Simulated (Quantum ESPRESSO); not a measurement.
Write the native input for Quantum ESPRESSO 7.5 that does the following.

```
Task                : phonons and electron-phonon coupling
Functional          : PBE
Potentials or basis : GBRV 1.5 PBE
Cutoff              : 612 eV
Density cutoff      : 4898 eV
k mesh              : 8 × 8 × 8
Occupations         : methfessel-paxton, width 0.272 eV
Spin                : no spin polarisation
Mixing beta         : 0.5
Most SCF iterations : 120
SCF threshold       : 2e-10 Ry
q mesh              : 4 × 4 × 4
```

Bi:

```
CELL_PARAMETERS angstrom
-1.98143 1.98143 1.98143
1.98143 -1.98143 1.98143
1.98143 1.98143 -1.98143
ATOMIC_POSITIONS crystal
Bi 0.00000 0.00000 0.00000
```

This isn't the form of Bi at room conditions, which is rhombohedral.

The input as run:

pw.in

```
&CONTROL
  calculation = 'scf'
  prefix = 'pwscf'
  outdir = './tmp'
  pseudo_dir = './pseudo'
  tprnfor = .true.
  tstress = .true.
  disk_io = 'low'
/
&SYSTEM
  ibrav = 0
  nat = 1
  ntyp = 1
  ecutwfc = 45
  ecutrho = 360
  nbnd = 13
  occupations = 'smearing'
  smearing = 'mp'
  degauss = 0.01999163
/
&ELECTRONS
  conv_thr = 2d-10
  electron_maxstep = 120
  mixing_beta = 0.5
/
ATOMIC_SPECIES
Bi   208.9804 bi_pbe_v1.uspp.F.UPF
CELL_PARAMETERS angstrom
  -1.9814305318    1.9814305318    1.9814305318
   1.9814305318   -1.9814305318    1.9814305318
   1.9814305318    1.9814305318   -1.9814305318
ATOMIC_POSITIONS crystal
Bi     0.0000000000    0.0000000000    0.0000000000
K_POINTS automatic
8 8 8 0 0 0
```

relax.in

```
&CONTROL
  calculation = 'vc-relax'
  prefix = 'pwscf'
  outdir = './tmp'
  pseudo_dir = './pseudo'
  tprnfor = .true.
  tstress = .true.
  disk_io = 'low'
  nstep = 40
  forc_conv_thr = 0.0001
  etot_conv_thr = 1d-06
/
&SYSTEM
  ibrav = 0
  nat = 1
  ntyp = 1
  ecutwfc = 45
  ecutrho = 360
  nbnd = 13
  occupations = 'smearing'
  smearing = 'mp'
  degauss = 0.01999163
/
&ELECTRONS
  conv_thr = 2d-10
  electron_maxstep = 120
  mixing_beta = 0.5
/
&IONS
  ion_dynamics = 'bfgs'
/
&CELL
  cell_dynamics = 'bfgs'
  press = 0
  press_conv_thr = 0.2
/
ATOMIC_SPECIES
Bi   208.9804 bi_pbe_v1.uspp.F.UPF
CELL_PARAMETERS angstrom
  -1.9814305318    1.9814305318    1.9814305318
   1.9814305318   -1.9814305318    1.9814305318
   1.9814305318    1.9814305318   -1.9814305318
ATOMIC_POSITIONS crystal
Bi     0.0000000000    0.0000000000    0.0000000000
K_POINTS automatic
8 8 8 0 0 0
```

scf2.in

```
&CONTROL
  calculation = 'scf'
  prefix = 'pwscf'
  outdir = './tmp'
  pseudo_dir = './pseudo'
  tprnfor = .true.
  tstress = .true.
  disk_io = 'low'
/
&SYSTEM
  ibrav = 0
  nat = 1
  ntyp = 1
  ecutwfc = 45
  ecutrho = 360
  nbnd = 13
  occupations = 'smearing'
  smearing = 'mp'
  degauss = 0.01999163
/
&ELECTRONS
  conv_thr = 1d-13
  electron_maxstep = 120
  mixing_beta = 0.5
  startingpot = 'file'
  startingwfc = 'file'
/
ATOMIC_SPECIES
Bi   208.9804 bi_pbe_v1.uspp.F.UPF
CELL_PARAMETERS angstrom
  -1.9841185052    1.9841185052    1.9841185052
   1.9841185052   -1.9841185052    1.9841185052
   1.9841185052    1.9841185052   -1.9841185052
ATOMIC_POSITIONS crystal
Bi     0.0000000000    0.0000000000    0.0000000000
K_POINTS automatic
8 8 8 0 0 0
```

dense.in

```
&CONTROL
  calculation = 'scf'
  prefix = 'pwscf'
  outdir = './tmp'
  pseudo_dir = './pseudo'
  tprnfor = .true.
  tstress = .true.
  disk_io = 'low'
/
&SYSTEM
  ibrav = 0
  nat = 1
  ntyp = 1
  ecutwfc = 45
  ecutrho = 360
  nbnd = 13
  occupations = 'smearing'
  smearing = 'mp'
  degauss = 0.01999163
  la2F = .true.
/
&ELECTRONS
  conv_thr = 1d-12
  electron_maxstep = 120
  mixing_beta = 0.5
  startingpot = 'file'
/
ATOMIC_SPECIES
Bi   208.9804 bi_pbe_v1.uspp.F.UPF
CELL_PARAMETERS angstrom
  -1.9841185052    1.9841185052    1.9841185052
   1.9841185052   -1.9841185052    1.9841185052
   1.9841185052    1.9841185052   -1.9841185052
ATOMIC_POSITIONS crystal
Bi     0.0000000000    0.0000000000    0.0000000000
K_POINTS automatic
24 24 24 0 0 0
```

scf3.in

```
&CONTROL
  calculation = 'scf'
  prefix = 'pwscf'
  outdir = './tmp'
  pseudo_dir = './pseudo'
  tprnfor = .true.
  tstress = .true.
  disk_io = 'low'
/
&SYSTEM
  ibrav = 0
  nat = 1
  ntyp = 1
  ecutwfc = 45
  ecutrho = 360
  nbnd = 13
  occupations = 'smearing'
  smearing = 'mp'
  degauss = 0.01999163
/
&ELECTRONS
  conv_thr = 1d-12
  electron_maxstep = 120
  mixing_beta = 0.5
  startingpot = 'file'
/
ATOMIC_SPECIES
Bi   208.9804 bi_pbe_v1.uspp.F.UPF
CELL_PARAMETERS angstrom
  -1.9841185052    1.9841185052    1.9841185052
   1.9841185052   -1.9841185052    1.9841185052
   1.9841185052    1.9841185052   -1.9841185052
ATOMIC_POSITIONS crystal
Bi     0.0000000000    0.0000000000    0.0000000000
K_POINTS automatic
8 8 8 0 0 0
```

ph.in

```
phonon_bands of Bi
&INPUTPH
  prefix = 'pwscf'
  outdir = './tmp'
  tr2_ph = 1d-18
  fildyn = 'dyn'
  niter_ph = 90
  alpha_mix(1) = 0.4
  ldisp = .true.
  nq1 = 4
  nq2 = 4
  nq3 = 4
  electron_phonon = 'interpolated'
  el_ph_sigma = 0.005
  el_ph_nsigma = 10
  fildvscf = 'dvscf'
/
```

q2r.in

```
&INPUT
  fildyn = 'dyn'
  zasr = 'crystal'
  flfrc = 'fc'
  la2F = .true.
/
```

matdyn.in

```
&INPUT
  asr = 'crystal'
  flfrc = 'fc'
  flfrq = 'freq'
  q_in_cryst_coord = .true.
  flvec = ' '
/
80
 0.0000000000  0.0000000000  0.0000000000
 0.0312500000 -0.0312500000  0.0312500000
 0.0625000000 -0.0625000000  0.0625000000
 0.0937500000 -0.0937500000  0.0937500000
 0.1250000000 -0.1250000000  0.1250000000
 0.1562500000 -0.1562500000  0.1562500000
 0.1875000000 -0.1875000000  0.1875000000
 0.2187500000 -0.2187500000  0.2187500000
 0.2500000000 -0.2500000000  0.2500000000
 0.2812500000 -0.2812500000  0.2812500000
 0.3125000000 -0.3125000000  0.3125000000
 0.3437500000 -0.3437500000  0.3437500000
 0.3750000000 -0.3750000000  0.3750000000
 0.4062500000 -0.4062500000  0.4062500000
 0.4375000000 -0.4375000000  0.4375000000
 0.4687500000 -0.4687500000  0.4687500000
 0.5000000000 -0.5000000000  0.5000000000
 0.4545454545 -0.4545454545  0.5000000000
 0.4090909091 -0.4090909091  0.5000000000
 0.3636363636 -0.3636363636  0.5000000000
 0.3181818182 -0.3181818182  0.5000000000
 0.2727272727 -0.2727272727  0.5000000000
 0.2272727273 -0.2272727273  0.5000000000
 0.1818181818 -0.1818181818  0.5000000000
 0.1363636364 -0.1363636364  0.5000000000
 0.0909090909 -0.0909090909  0.5000000000
 0.0454545455 -0.0454545455  0.5000000000
 0.0000000000  0.0000000000  0.5000000000
 0.0000000000  0.0000000000  0.4583333333
 0.0000000000  0.0000000000  0.4166666667
 0.0000000000  0.0000000000  0.3750000000
 0.0000000000  0.0000000000  0.3333333333
 0.0000000000  0.0000000000  0.2916666667
 0.0000000000  0.0000000000  0.2500000000
 0.0000000000  0.0000000000  0.2083333333
 0.0000000000  0.0000000000  0.1666666667
 0.0000000000  0.0000000000  0.1250000000
 0.0000000000  0.0000000000  0.0833333333
 0.0000000000  0.0000000000  0.0416666667
 0.0000000000  0.0000000000  0.0000000000
 0.0166666667  0.0166666667  0.0166666667
 0.0333333333  0.0333333333  0.0333333333
 0.0500000000  0.0500000000  0.0500000000
 0.0666666667  0.0666666667  0.0666666667
 0.0833333333  0.0833333333  0.0833333333
 0.1000000000  0.1000000000  0.1000000000
 0.1166666667  0.1166666667  0.1166666667
 0.1333333333  0.1333333333  0.1333333333
 0.1500000000  0.1500000000  0.1500000000
 0.1666666667  0.1666666667  0.1666666667
 0.1833333333  0.1833333333  0.1833333333
 0.2000000000  0.2000000000  0.2000000000
 0.2166666667  0.2166666667  0.2166666667
 0.2333333333  0.2333333333  0.2333333333
 0.2500000000  0.2500000000  0.2500000000
 0.2666666667  0.2000000000  0.2666666667
 0.2833333333  0.1500000000  0.2833333333
 0.3000000000  0.1000000000  0.3000000000
 0.3166666667  0.0500000000  0.3166666667
 0.3333333333  0.0000000000  0.3333333333
 0.3500000000 -0.0500000000  0.3500000000
 0.3666666667 -0.1000000000  0.3666666667
 0.3833333333 -0.1500000000  0.3833333333
 0.4000000000 -0.2000000000  0.4000000000
 0.4166666667 -0.2500000000  0.4166666667
 0.4333333333 -0.3000000000  0.4333333333
 0.4500000000 -0.3500000000  0.4500000000
 0.4666666667 -0.4000000000  0.4666666667
 0.4833333333 -0.4500000000  0.4833333333
 0.5000000000 -0.5000000000  0.5000000000
 0.2500000000  0.2500000000  0.2500000000
 0.2222222222  0.2222222222  0.2777777778
 0.1944444444  0.1944444444  0.3055555556
 0.1666666667  0.1666666667  0.3333333333
 0.1388888889  0.1388888889  0.3611111111
 0.1111111111  0.1111111111  0.3888888889
 0.0833333333  0.0833333333  0.4166666667
 0.0555555556  0.0555555556  0.4444444444
 0.0277777778  0.0277777778  0.4722222222
 0.0000000000  0.0000000000  0.5000000000
```

matdyn_dos.in

```
&INPUT
  asr = 'crystal'
  flfrc = 'fc'
  dos = .true.
  fldos = 'phdos'
  nk1 = 12
  nk2 = 12
  nk3 = 12
  deltaE = 0.5
  flvec = ' '
  flfrq = ' '
/
```

matdyn_a2f.in

```
&INPUT
  asr = 'crystal'
  flfrc = 'fc'
  la2F = .true.
  dos = .true.
  fldos = 'dos2'
  nk1 = 10
  nk2 = 10
  nk3 = 10
  ndos = 60
  el_ph_nsigma = 10
  flfrq = 'dosfreq2'
  flvec = ' '
/
```

matdyn_mesh.in

```
&INPUT
  asr = 'crystal'
  flfrc = 'fc'
  flfrq = 'mesh'
  q_in_cryst_coord = .true.
  flvec = ' '
/
1000
 0.05000000  0.05000000  0.05000000
 0.05000000  0.05000000  0.15000000
 0.05000000  0.05000000  0.25000000
[... 997 further points of the even 10 x 10 x 10 mesh, shifted by half a step ...]
```

Potentials or basis: GBRV 1.5 PBE.

Run with:

```console
$ OMP_NUM_THREADS=1 pw.x -in pw.in > pw.out
$ OMP_NUM_THREADS=1 pw.x -in relax.in > relax.out
$ OMP_NUM_THREADS=1 pw.x -in scf2.in > scf2.out
$ OMP_NUM_THREADS=1 pw.x -in dense.in > dense.out
$ OMP_NUM_THREADS=1 pw.x -in scf3.in > scf3.out
$ OMP_NUM_THREADS=1 ph.x -in ph.in > ph.out
$ OMP_NUM_THREADS=1 q2r.x -in q2r.in > q2r.out
$ OMP_NUM_THREADS=1 matdyn.x -in matdyn.in > matdyn.out
$ OMP_NUM_THREADS=1 matdyn.x -in matdyn_dos.in > matdyn_dos.out
$ OMP_NUM_THREADS=1 matdyn.x -in matdyn_a2f.in > matdyn_a2f.out
$ OMP_NUM_THREADS=1 matdyn.x -in matdyn_mesh.in > matdyn_mesh.out
```

It gave:

```json
{"Relaxed volume": "31.24 Å³/atom", "Relaxed cell": "a = 3.437 Å, b = 3.437 Å, c = 3.437 Å, α = 109.47°, β = 109.47°, γ = 109.47°", "Space group after relaxing (to 0.05 Å)": "Im-3m (No. 229)", "Pressure after relaxing": "0.0 GPa", "Band gap on the k mesh": "none (metal or under the smearing width)", "Highest phonon frequency": "60 cm⁻¹", "Most unstable mode": "56i cm⁻¹"}
```

Caveat: the mesh is thin for the phonons of a metal; some modes are imaginary; λ from interpolated matrix elements is rough: modes that symmetry makes equal can differ by tens of percent; spin-orbit coupling is left out, which moves the levels of the heavy elements.

Wall time 17 min on 1 thread of Intel(R) Xeon(R) 6975P-C (Granite Rapids), with other jobs on the host, peak memory 0.2 GiB.
